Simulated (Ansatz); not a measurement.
CsI:
```
CsI
1.0
    4.40138     0.00000     0.00000
    0.00000     4.40138     0.00000
    0.00000     0.00000     4.40138
Cs I
1 1
Direct
  0.00000   0.00000   0.00000
  0.50000   0.50000   0.50000
```

Relaxed with LDA.

Problem. Give the optical modes at the zone centre with their infrared and Raman activity from DFPT, LDA (plane waves, PAW; program Ansatz).

Solution. Transverse frequencies, without the LO–TO term; a row sums one degenerate level.

```tsv
ω (cm⁻¹)	degeneracy	IR ((D/Å)²/amu)	Raman (Å⁴/amu)	activity	symmetry
68	3	1.85	0	IR	T1u
```

Problem. How high does the top mode go among those that the LO–TO term moves?

Solution. 94 cm⁻¹ for q along x.

Space group Pm-3m (CsCl type). The cell was relaxed with LDA under the symmetry of its start; phonons on a q-mesh show no instability. Scalar-relativistic: spin–orbit coupling is off unless named, which matters more the heavier the elements.

Potentials: the later of the program's two PAW sets.
